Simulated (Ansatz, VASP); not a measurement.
**GaN in VASP and in Ansatz**

```
Ga N
1.0
     0.00000    2.24894    2.28267
     2.24894    0.00000    2.28267
     2.24894    2.24894    0.00000
Ga N
1 1
Cartesian
  0.0000 0.0000 0.0000
  3.3734 3.3734 3.4240
```

Change from the starting cell: strain +0.0150 x Voigt [0, 0, 1, 0, 0, 0], atoms carried along.

Alike in both runs: task single point; functional r2SCAN; k mesh 10 × 10 × 10; occupations gaussian, width 0.05 eV; no spin polarisation.

```csv
,VASP,Ansatz
version,VASP 6.6.1,Ansatz 0.2.0
potentials or method,"VASP PAW PBE potentials, release 64 (Ga_d, N)","scalar-relativistic, plane waves, PAW"
plane-wave cutoff (eV),520,500
valence electrons in the cell,18,18
```

Ansatz gave:

```
gap on the k mesh at the Fermi level (eV)       : 2.04
least direct gap on the mesh (eV)               : 2.04
pressure (GPa)                                  : -2.8
largest component of the traceless stress (GPa) : 1.37
```

Task: What did VASP give for the same quantities?

Result: gap on the k mesh at the Fermi level (eV): 2.04; least direct gap on the mesh (eV): 2.04; pressure (GPa): -1.8; largest component of the traceless stress (GPa): 1.32.

Caveats: the PAW data sets were made with another functional, which shifts forces and pressure a little (VASP).
